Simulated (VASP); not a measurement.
# Ta2N (P-3m1) in VASP: notebook, part 2 of 2

VASP 6.6.1. The steps go on from the part before.

## (4) Equation of state, PBE, 14.03 Å³/atom

Input file INCAR:

```
SYSTEM = Ta2N
ADDGRID  = .FALSE.      
ALGO     = Normal         ! electronic algorithm
EDIFF    = 1E-8           ! SCF threshold, eV
ENCUT    = 900            ! plane-wave cutoff, eV
GGA      = PE             ! functional
ISIF     = 2              ! what is computed and relaxed
ISMEAR   = 0              ! smearing method
LASPH    = .TRUE.         ! aspherical terms in the spheres
LCHARG   = .FALSE.        ! write CHGCAR
LREAL    = .FALSE.        ! projectors in reciprocal space
LWAVE    = .FALSE.        ! write WAVECAR
NELM     = 100            ! most SCF steps
PREC     = Accurate       ! precision mode
SIGMA    = 0.05           ! smearing width, eV
```

Input file KPOINTS:

```
k-points
0
G
  12 12 7
  0 0 0
```

Input file POSCAR:

```
Ta2N
1.0
    3.1436839215      0.0000000000      0.0000000000
   -1.5718419607      2.7225101374      0.0000000000
    0.0000000000      0.0000000000      4.9180603835
Ta N
2 1
Direct
    0.3333333333      0.6666666667      0.2547110000
    0.6666666667      0.3333333333      0.7452890000
    0.0000000000      0.0000000000      0.0000000000
```

Started as:

```console
> cat potpaw_PBE.64/Ta_pv/POTCAR potpaw_PBE.64/N/POTCAR > POTCAR
> mpirun -np 1 vasp_std > vasp.out
```

Run time: 2.8 min. Hardware: 1 thread of AMD EPYC 7R43 (Zen 3), shared host; peak memory 0.3 GiB.

It converged, with:

| Item | Value |
| --- | --- |
| Free energy | -34.3539 eV |
| Pressure | -8.5 GPa |
| Largest force | 0.225 eV/Å |
| Band gap on the k mesh | none (metal or under the smearing width) |

## (5) Equation of state, PBE, 13.21 Å³/atom

INCAR, as its differences from that of step 4:

```diff
@@ -3,4 +3,4 @@
 ALGO     = Normal         ! electronic algorithm
-EDIFF    = 1E-8           ! SCF threshold, eV
-ENCUT    = 900            ! plane-wave cutoff, eV
+EDIFF    = 1E-7           ! SCF threshold, eV
+ENCUT    = 520            ! plane-wave cutoff, eV
 GGA      = PE             ! functional
```

Input file KPOINTS:

```
k-points
0
G
  9 9 5
  0 0 0
```

Input file POSCAR:

```
Ta2N
1.0
    3.0814163106      0.0000000000      0.0000000000
   -1.5407081553      2.6685848045      0.0000000000
    0.0000000000      0.0000000000      4.8206473235
Ta N
2 1
Direct
    0.3333333333      0.6666666667      0.2547110000
    0.6666666667      0.3333333333      0.7452890000
    0.0000000000      0.0000000000      0.0000000000
```

Started as:

```console
> cat potpaw_PBE.64/Ta_pv/POTCAR potpaw_PBE.64/N/POTCAR > POTCAR
> mpirun -np 1 vasp_std > vasp.out
```

It took 35 s on 1 thread of AMD EPYC 7R43 (Zen 3), shared host; peak memory 0.14 GiB.

These settings aren't checked as converged: the numbers below hold their error.

What came out:

- Free energy: -34.3448 eV
- Pressure: 8.2 GPa
- Largest force: 0.255 eV/Å
- Band gap on the k mesh: none (metal or under the smearing width)

## (6) Equation of state, PBE, 14.03 Å³/atom

INCAR is that of step 5.

KPOINTS is that of step 5.

Input file POSCAR:

```
Ta2N
1.0
    3.1436839215      0.0000000000      0.0000000000
   -1.5718419607      2.7225101374      0.0000000000
    0.0000000000      0.0000000000      4.9180603835
Ta N
2 1
Direct
    0.3333333333      0.6666666667      0.2547110000
    0.6666666667      0.3333333333      0.7452890000
    0.0000000000      0.0000000000      0.0000000000
```

Potentials or basis: VASP PAW PBE potentials, release 64 (Ta_pv, N).

Started as:

```console
> cat potpaw_PBE.64/Ta_pv/POTCAR potpaw_PBE.64/N/POTCAR > POTCAR
> mpirun -np 1 vasp_std > vasp.out
```

It took 44 s on 1 thread of AMD EPYC 7R43 (Zen 3), shared host; peak memory 0.14 GiB.

The run converged, but some of its settings lie outside the range that counts as converged, so its numbers aren't taken as properties of the crystal.

What came out:

* Free energy: -34.3368 eV
* Pressure: -8.6 GPa
* Largest force: 0.093 eV/Å
* Band gap on the k mesh: none (metal or under the smearing width)

## (7) Equation of state, PBEsol, 12.71 Å³/atom (a relaxed cell with its volume scaled by 0.96)

Input file INCAR:

```
SYSTEM = Ta2N
  PREC = Accurate
  ENCUT = 520
  EDIFF = 1E-6
  ISMEAR = -1
  SIGMA = 0.05
  LREAL = .FALSE.
  LASPH = .TRUE.
  NELM = 100
  ALGO = Normal
  ISIF = 2
  LWAVE = .FALSE.
  LCHARG = .FALSE.
  GGA = PS
```

Input file KPOINTS:

```
regular mesh
0
G
  8 8 6
  0 0 0
```

Input file POSCAR:

```
Ta2N                                    
1.0
    3.0473472376     -0.0000000000      0.0000000000
   -1.5236736188      2.6390801218     -0.0000000000
   -0.0000000000     -0.0000000000      4.7399409607
  Ta              N             
     2     1
Direct
     0.3333333332999970    0.6666666667000030    0.2522284759884264
     0.6666666667000030    0.3333333332999970    0.7477715240115735
     0.0000000000000000    0.0000000000000000    0.0000000000000000
```

Started as:

```console
> cat potpaw_PBE.64/Ta_pv/POTCAR potpaw_PBE.64/N/POTCAR > POTCAR
> mpirun -np 1 vasp_std > vasp.out
```

Wall time 10 s (1 thread of Intel Xeon 6975P-C (Granite Rapids), shared host); peak memory 0.17 GiB.

The run converged. Its results:

* Free energy: -36.4219 eV
* Pressure: 13.6 GPa
* Largest force: 0.300 eV/Å
* Band gap on the k mesh: none (metal or under the smearing width)

Caveat: the PAW data sets were made with another functional, which shifts forces and pressure a little.

## (8) Equation of state, PBEsol, 12.97 Å³/atom (a relaxed cell with its volume scaled by 0.98)

INCAR is that of step 7.

KPOINTS is that of step 7.

Input file POSCAR:

```
Ta2N                                    
1.0
    3.0683640895     -0.0000000000      0.0000000000
   -1.5341820448      2.6572812495     -0.0000000000
   -0.0000000000     -0.0000000000      4.7726312417
  Ta              N             
     2     1
Direct
     0.3333333332999970    0.6666666667000030    0.2522284759884264
     0.6666666667000030    0.3333333332999970    0.7477715240115735
     0.0000000000000000    0.0000000000000000    0.0000000000000000
```

Started as:

```console
> cat potpaw_PBE.64/Ta_pv/POTCAR potpaw_PBE.64/N/POTCAR > POTCAR
> mpirun -np 1 vasp_std > vasp.out
```

Wall time 10 s (1 thread of Intel Xeon 6975P-C (Granite Rapids), shared host); peak memory 0.17 GiB.

It converged, with:

```yaml
Free_energy: -36.4720 eV
Pressure: 6.5 GPa
Largest_force: 0.137 eV/Å
Band_gap_on_the_k_mesh: none (metal or under the smearing width)
```

Caveat: the PAW data sets were made with another functional, which shifts forces and pressure a little.

## (9) Equation of state, PBEsol, 13.24 Å³/atom

INCAR is that of step 8.

KPOINTS is that of step 8.

Input file POSCAR:

```
Ta2N                                    
1.0
    3.0890969083     -0.0000000000      0.0000000000
   -1.5445484541      2.6752363972     -0.0000000000
   -0.0000000000     -0.0000000000      4.8048797283
  Ta              N             
     2     1
Direct
     0.3333333332999970    0.6666666667000030    0.2522284759884264
     0.6666666667000030    0.3333333332999970    0.7477715240115735
     0.0000000000000000    0.0000000000000000    0.0000000000000000
```

Potentials or basis: VASP PAW PBE potentials, release 64 (Ta_pv, N).

Started as:

```console
> cat potpaw_PBE.64/Ta_pv/POTCAR potpaw_PBE.64/N/POTCAR > POTCAR
> mpirun -np 1 vasp_std > vasp.out
```

Wall time 10 s (1 thread of Intel Xeon 6975P-C (Granite Rapids), shared host); peak memory 0.17 GiB.

The run converged. Its results:

- Free energy: -36.4887 eV
- Pressure: 0.1 GPa
- Largest force: 0.012 eV/Å
- Band gap on the k mesh: none (metal or under the smearing width)

Caveat: the PAW data sets were made with another functional, which shifts forces and pressure a little.

## (10) Equation of state, PBEsol, 13.50 Å³/atom (a relaxed cell with its volume scaled by 1.02)

INCAR is that of step 9.

KPOINTS is that of step 9.

Input file POSCAR:

```
Ta2N                                    
1.0
    3.1095550999     -0.0000000000      0.0000000000
   -1.5547775499      2.6929537109     -0.0000000000
   -0.0000000000     -0.0000000000      4.8367010513
  Ta              N             
     2     1
Direct
     0.3333333332999970    0.6666666667000030    0.2522284759884264
     0.6666666667000030    0.3333333332999970    0.7477715240115735
     0.0000000000000000    0.0000000000000000    0.0000000000000000
```

Started as:

```console
> cat potpaw_PBE.64/Ta_pv/POTCAR potpaw_PBE.64/N/POTCAR > POTCAR
> mpirun -np 1 vasp_std > vasp.out
```

Wall time 10 s (1 thread of Intel Xeon 6975P-C (Granite Rapids), shared host); peak memory 0.17 GiB.

Results (log left out):

```
Free energy            : -36.4752 eV
Pressure               : -5.6 GPa
Largest force          : 0.148 eV/Å
Band gap on the k mesh : none (metal or under the smearing width)
```

Caveat: the PAW data sets were made with another functional, which shifts forces and pressure a little.

## (11) Equation of state, PBEsol, 13.77 Å³/atom (a relaxed cell with its volume scaled by 1.04)

INCAR is that of step 10.

KPOINTS is that of step 10.

Input file POSCAR:

```
Ta2N                                    
1.0
    3.1297475819     -0.0000000000      0.0000000000
   -1.5648737910      2.7104409133     -0.0000000000
   -0.0000000000     -0.0000000000      4.8681090810
  Ta              N             
     2     1
Direct
     0.3333333332999970    0.6666666667000030    0.2522284759884264
     0.6666666667000030    0.3333333332999970    0.7477715240115735
     0.0000000000000000    0.0000000000000000    0.0000000000000000
```

Started as:

```console
> cat potpaw_PBE.64/Ta_pv/POTCAR potpaw_PBE.64/N/POTCAR > POTCAR
> mpirun -np 1 vasp_std > vasp.out
```

Wall time 11 s (1 thread of Intel Xeon 6975P-C (Granite Rapids), shared host); peak memory 0.17 GiB.

It converged, with:

```yaml
Free_energy: -36.4346 eV
Pressure: -10.8 GPa
Largest_force: 0.272 eV/Å
Band_gap_on_the_k_mesh: none (metal or under the smearing width)
```

Caveat: the PAW data sets were made with another functional, which shifts forces and pressure a little.

## (12) Equation of state, PBEsol

This run uses another cell than the first one, of 13.24 Å³/atom, 0.972 times its volume.

Potentials or basis: VASP PAW PBE potentials, release 64 (Ta_pv, N).

No new run: the results of the series are fitted here.

Results:

```
Equilibrium volume                        : 13.24 Å³/atom
Bulk modulus at fixed shape and positions : 302 GPa
Pressure derivative of the bulk modulus   : 4.4 (rough: it moves with the points fitted)
```

Energy against volume, from the lowest point:
```tsv
volume (Å³/atom)	energy (meV/atom)
12.707	22.25
12.971	5.54
13.236	0.00
13.501	4.50
13.765	18.01
```

Caveat: the cell was scaled at fixed shape and fractional positions, which overstates the stiffness of a crystal with free parameters, most of all of layers and chains; the PAW data sets were made with another functional, which shifts forces and pressure a little. The run has no spin-orbit coupling, so splittings on Ta are missing.

## (13) For comparison

An earlier run on the cell as given: functional PBE; potentials or basis VASP PAW PBE potentials, release 64 (Ta_pv, N); cutoff 520 eV; k mesh 10 × 10 × 6; occupations fermi-dirac, width 0.05 eV; no spin polarisation.

- Pressure: -0.8 GPa
- Largest force: 0.027 eV/Å
- Band gap on the k mesh: none (metal or under the smearing width)
